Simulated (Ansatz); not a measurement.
Moving the pressure in MgO

The cell as given:

```
Mg O
1.0
     0.00000    2.09700    2.09700
     2.09700    0.00000    2.09700
     2.09700    2.09700    0.00000
Mg O
1 1
Direct
  0.00000 0.00000 0.00000
  0.50000 0.50000 0.50000
```

Kept alike: task relaxation of cell and atoms; functional PBEsol; k mesh 11 × 11 × 11; occupations fermi-dirac, width 0.05 eV; no spin polarisation. Program: Ansatz, Ansatz PAW, cutoff 420 eV. The mesh is that of the run's cell of 2 atoms. No spin-orbit coupling.

| run | volume (Å³/atom) |
| --- | --- |
| A | 9.354 |
| B | 8.116 |
| C | 8.442 |
| D | 9.080 |
| E | 9.239 |
| F | 8.841 |

The relaxations keep at least the cell's symmetry (Fm-3m). The runs follow the start's structure, whether or not it is the stable one at these pressures. Ansatz's relaxations hold a Pulay term in the stress (up to 0.7 GPa here). All rows use potentials made for PBE.

**Question.** The runs differ in the pressure alone: 0; 2; 5; 10; 20; 30 GPa. Which run is which?

**Answer.** Run A is 0 GPa; run B is 30 GPa; run C is 20 GPa; run D is 5 GPa; run E is 2 GPa; run F is 10 GPa. The volume falls from 9.354 to 8.116 Å³/atom between 0 and 30 GPa. The volume falls ever more slowly, since the solid stiffens under load. At the pressures aimed at, which the runs meet within some tenths of a GPa, the step from 0 to 5 GPa gives a mean bulk modulus near 168 GPa, the last step 254 GPa.
